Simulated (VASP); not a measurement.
A run of VASP 6.6.1 is set up as follows.

The input INCAR:

```
SYSTEM = MoS2
PREC = Accurate
ENCUT = 520
EDIFF = 1E-7
ISMEAR = 0
SIGMA = 0.01
LREAL = .False.
LASPH = .True.
NELM = 80
ALGO = Fast
ISIF = 2
LWAVE = .False.
LCHARG = .False.
GGA = PE
IVDW = 12
NBANDS = 35
```

KPOINTS

```
Automatic mesh
0
Gamma
  12 12 1
  0 0 0
```

File POSCAR:

```
MoS2
1.0
    3.1600000000      0.0000000000      0.0000000000
   -1.5800000000      2.7366402760      0.0000000000
    0.0000000000      0.0000000000     24.2700000000
S Mo
4 2
Direct
    0.0000000000      0.0000000000      0.3090234858
    0.0000000000      0.0000000000      0.4375772559
    0.3333333333      0.6666666667      0.5624227441
    0.3333333333      0.6666666667      0.6909765142
    0.3333333333      0.6666666667      0.3733003708
    0.6666666667      0.3333333333      0.6266996292
```

Potentials or basis: VASP PAW PBE potentials, release 64 (S, Mo_sv).

The run is started by

```sh
$ cat potpaw_PBE.64/S/POTCAR potpaw_PBE.64/Mo_sv/POTCAR > POTCAR
$ mpirun -np 1 vasp_std > vasp.out
```

**Question.** Estimate the largest force.

**Answer.** 0.092 eV/Å.

**Question.** What does it give for the band gap on the k mesh?

**Answer.** 1.25 eV, indirect (least direct gap 1.69 eV).

**Question.** Predict the dispersion energy per atom.

**Answer.** -0.371 eV.

Forces in eV/Å, atoms in the order of the input:
```
S    0.000  0.000 -0.075
S    0.000  0.000  0.092
S    0.000  0.000 -0.081
S    0.000  0.000  0.084
Mo   0.000  0.000  0.039
Mo   0.000  0.000 -0.059
```

A hybrid or GW would open this gap; PBE tends to underestimate it.
